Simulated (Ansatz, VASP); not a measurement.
Given: the input of a run of Ansatz 0.2.0 on Re.

input.yaml

```yaml
crystal:
  lattice:
    - [2.7608, 0.0, 0.0]
    - [-1.3804, 2.3909229348, 0.0]
    - [0.0, 0.0, 4.4582]
  atoms:
    - { symbol: Re, position: [0.6666666667, 0.3333333333, 0.75] }
    - { symbol: Re, position: [0.3333333333, 0.6666666667, 0.25] }
kpoints:
  mp_grid: { grid: [11, 11, 6] }
scf:
  occupations: { method: fermi_dirac, width: 0.05 }
hamiltonian:
  xc: blyp
  pseudopotentials: { kind: all_electron, lapw: { basis_error: 0.001 } }
output:
  forces: true
  stress: true
relax:
  f_tol: 0.02
  max_steps: 60
  cell: {}
```

Potentials or basis: all-electron LAPW, scalar-relativistic.

Launch:

```console
$ ansatz run input.yaml --threads 1 --pin off --max-ram 3072MiB --backend cpu --events-out ev --progress --plain --runs-dir out
```

Q: Set up the same calculation for VASP 6.6.1. Potentials there: VASP PAW PBE potentials, release 64 (Re).

A: As run (the cutoff follows the program's own potentials):

Contents of INCAR:

```
  PREC = Accurate
  ENCUT = 600
  EDIFF = 1E-6
  ISMEAR = -1
  SIGMA = 0.05
  LREAL = F
  LASPH = T
  NELM = 80
  ALGO = Normal
  ISIF = 3
  LWAVE = F
  LCHARG = F
  GGA = B5
  ALDAX = 1.0
  AGGAX = 1.0
  AGGAC = 1.0
  ALDAC = 0.0
  IBRION = 2
  NSW = 80
  EDIFFG = -0.02
```

File KPOINTS:

```
Automatic mesh
0
Gamma
  11 11 6
```

The input POSCAR:

```
Re
1.0
    2.7608000000      0.0000000000      0.0000000000
   -1.3804000000      2.3909229348      0.0000000000
    0.0000000000      0.0000000000      4.4582000000
Re
2
Direct
    0.6666666667      0.3333333333      0.7500000000
    0.3333333333      0.6666666667      0.2500000000
```

Potentials or basis: VASP PAW PBE potentials, release 64 (Re).

The run is started by

```bash
$ cat potpaw_PBE.64/Re/POTCAR > POTCAR
$ mpirun -np 1 vasp_std > vasp.out
```

Both were run:

|  | VASP | Ansatz | Ansatz less VASP |
| --- | --- | --- | --- |
| relaxed volume (Å³/atom) | 15.61 | 15.53 | -0.083 |
| relaxed cell length with the largest relative difference (Å) | 2.818 | 2.813 | -0.0055 |
| energy change over the relaxation (meV/atom) | -59 | -47 | +11.2 |

Ansatz ran all-electron here, so the differences hold the error of VASP's frozen core and of both bases.

Caveats: the PAW data sets were made with another functional, which shifts forces and pressure a little (VASP). Zero-point motion and thermal expansion aren't in these numbers. Spin-orbit coupling is left out, which matters for the levels of Re.
